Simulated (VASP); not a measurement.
# Hg (C2/m) in VASP: notebook, part 2 of 2

VASP 6.6.1. Earlier steps stand in the parts before.

## (5) Single point, r2SCAN

File INCAR:

```
SYSTEM = Hg
PREC = Accurate
ENCUT = 340
EDIFF = 1E-6
ISMEAR = 0
SIGMA = 0.1
LREAL = .FALSE.
LASPH = .TRUE.
NELM = 100
ALGO = Normal
ISIF = 2
LWAVE = .FALSE.
LCHARG = .FALSE.
METAGGA = R2SCAN
LMIXTAU = .TRUE.
NBANDS = 12
ADDGRID = .FALSE.
```

File KPOINTS:

```
Automatic mesh
0
G
  4 4 4
  0 0 0
```

File POSCAR:

```
Hg
1.0
    2.1243184923     -2.6725824964      0.0000000000
    2.1243184923      2.6725824964      0.0000000000
   -2.1151288124      0.0000000000      2.8921990043
Hg
1
Direct
    0.0000000000      0.0000000000      0.0000000000
```

Potentials or basis: VASP PAW PBE potentials, release 64 (Hg).

The run is started by

```console
$ cat potpaw_PBE.64/Hg/POTCAR > POTCAR
$ mpirun -np 1 vasp_std > vasp.out
```

OUTCAR:

```text
SYSTEM = Hg
   PREC = Accurate
   ENCUT = 340
   EDIFF = 1E-6
   ISMEAR = 0
   LREAL = .FALSE.
   LASPH = .TRUE.
   NELM = 100
   ISIF = 2
   METAGGA = R2SCAN

 Found     24 irreducible k-points:

 Following reciprocal coordinates:
            Coordinates               Weight
  0.000000  0.000000  0.000000      1.000000
  0.250000  0.000000  0.000000      4.000000
  0.500000  0.000000  0.000000      2.000000
  0.250000  0.250000  0.000000      2.000000
  0.500000  0.250000  0.000000      4.000000
 -0.250000  0.250000  0.000000      2.000000
   k-points           NKPTS =     24   k-points in BZ     NKDIM =     24   number of bands    NBANDS=     12
[... 167 lines left out ...]

  FORCE on cell =-STRESS in cart. coord.  units (eV):
  Direction    XX          YY          ZZ          XY          YZ          ZX
  --------------------------------------------------------------------------------------
  -------------------------------------------------------------------------------------
  Total       -0.3141067     -0.1951681     -0.5833920      0.0000000      0.0000000     -0.0005731
  in kB      -15.3242353     -9.5216116    -28.4617847      0.0000000      0.0000000     -0.0279607
  external PRESSURE =     -17.7692105 kB  Pullay stress =       0.0000000 kB

 VOLUME and BASIS-vectors are now :
 -----------------------------------------------------------------------------
  energy-cutoff  :      340.00
  volume of cell :       32.84
      direct lattice vectors                 reciprocal lattice vectors
     2.124318492 -2.672582496  0.000000000     0.235369603 -0.187084964  0.172130973
     2.124318492  2.672582496  0.000000000     0.235369603  0.187084964  0.172130973
    -2.115128812  0.000000000  2.892199004     0.000000000  0.000000000  0.345757674

 POSITION                                       TOTAL-FORCE (eV/Angst)
 -----------------------------------------------------------------------------------
      0.00000      0.00000      0.00000         0.000000      0.000000      0.000000
 -----------------------------------------------------------------------------------
    total drift:                                0.000000     -0.000000      0.000000

  FREE ENERGIE OF THE ION-ELECTRON SYSTEM (eV)
  ---------------------------------------------------
  free  energy   TOTEN  =       -49.2979208107 eV

  energy  without entropy=      -49.2948367221  energy(sigma->0) =      -49.29637877
```

OSZICAR:

```text
N       E                     dE             d eps       ncg     rms          rms(c)
DAV:   1     0.180086138848E+01    0.18009E+01   -0.50340E+03   624   0.660E+02
DAV:   2    -0.522939944963E+02   -0.54095E+02   -0.51784E+02   640   0.191E+02
DAV:   3    -0.532302680380E+02   -0.93627E+00   -0.93599E+00   660   0.279E+01
DAV:   4    -0.532311431624E+02   -0.87512E-03   -0.87511E-03   652   0.878E-01
DAV:   5    -0.532311450757E+02   -0.19134E-05   -0.19134E-05   668   0.381E-02    0.161E+00
DAV:   6    -0.492363814255E+02    0.39948E+01   -0.21836E+00   580   0.173E+01    0.419E+00
DAV:   7    -0.492956862786E+02   -0.59305E-01   -0.57699E-02   620   0.293E+00    0.250E+00
DAV:   8    -0.492771342596E+02    0.18552E-01   -0.87936E-02   580   0.312E+00    0.455E-01
DAV:   9    -0.492839835764E+02   -0.68493E-02   -0.28622E-02   584   0.145E+00    0.145E-01
DAV:  10    -0.492913337544E+02   -0.73502E-02   -0.28675E-03   588   0.396E-01    0.348E-01
DAV:  11    -0.492978356008E+02   -0.65018E-02   -0.55441E-03   576   0.774E-01    0.554E-02
DAV:  12    -0.492978956999E+02   -0.60099E-04   -0.63887E-05   636   0.710E-02    0.717E-03
DAV:  13    -0.492979159956E+02   -0.20296E-04   -0.92284E-06   612   0.289E-02    0.303E-03
DAV:  14    -0.492979175945E+02   -0.15989E-05   -0.32458E-06   596   0.166E-02    0.403E-03
DAV:  15    -0.492979208835E+02   -0.32889E-05   -0.20809E-06   608   0.146E-02    0.110E-03
DAV:  16    -0.492979208107E+02    0.72747E-07   -0.25581E-07   356   0.410E-03
   1 F= -.49297921E+02 E0= -.49296379E+02  d E =-.308409E-02
```

Wall time 21 s (1 thread of Intel Xeon Platinum 8259CL at 2.50GHz (Skylake/Cascade Lake), shared host); peak memory 0.14 GiB.

The run converged, but some of its settings lie outside the range that counts as converged, so its numbers aren't taken as properties of the crystal.

What came out:

```
Free energy            : -49.2979 eV
Pressure               : -1.8 GPa
Band gap on the k mesh : none (metal or under the smearing width)
```

Caveat: the k mesh is coarse (spacing up to 0.54 Å⁻¹), so the values aren't converged; the PAW data sets were made with another functional, which shifts forces and pressure a little.

## (6) Single point, r2SCAN

Edit INCAR of step 5 so:

```diff
@@ -2,3 +2,3 @@
 PREC = Accurate
-ENCUT = 340
+ENCUT = 650
 EDIFF = 1E-6
```

File KPOINTS:

```
Automatic mesh
0
G
  3 3 3
  0 0 0
```

POSCAR is that of step 5.

Potentials or basis: VASP PAW PBE potentials, release 64 (Hg).

The run is started by

```console
$ cat potpaw_PBE.64/Hg/POTCAR > POTCAR
$ mpirun -np 1 vasp_std > vasp.out
```

It took 29 s on 1 thread of Intel Xeon Platinum 8259CL at 2.50GHz (Skylake/Cascade Lake), shared host; peak memory 0.16 GiB.

The run converged, but some of its settings lie outside the range that counts as converged, so its numbers aren't taken as properties of the crystal.

Results:

```yaml
Free_energy: -49.4773 eV
Pressure: -2.8 GPa
```

Caveat: the k mesh is coarse (spacing up to 0.73 Å⁻¹), so the values aren't converged; the mesh shows a gap though the element is a metal; the PAW data sets were made with another functional, which shifts forces and pressure a little.

## (7) For comparison

An earlier run on the cell as given: functional PBE; potentials or basis VASP PAW PBE potentials, release 64 (Hg); cutoff 520 eV; k mesh 9 × 9 × 9; occupations fermi-dirac, width 0.05 eV; no spin polarisation.

* Pressure: -0.5 GPa
* Band gap on the k mesh: none (metal or under the smearing width)
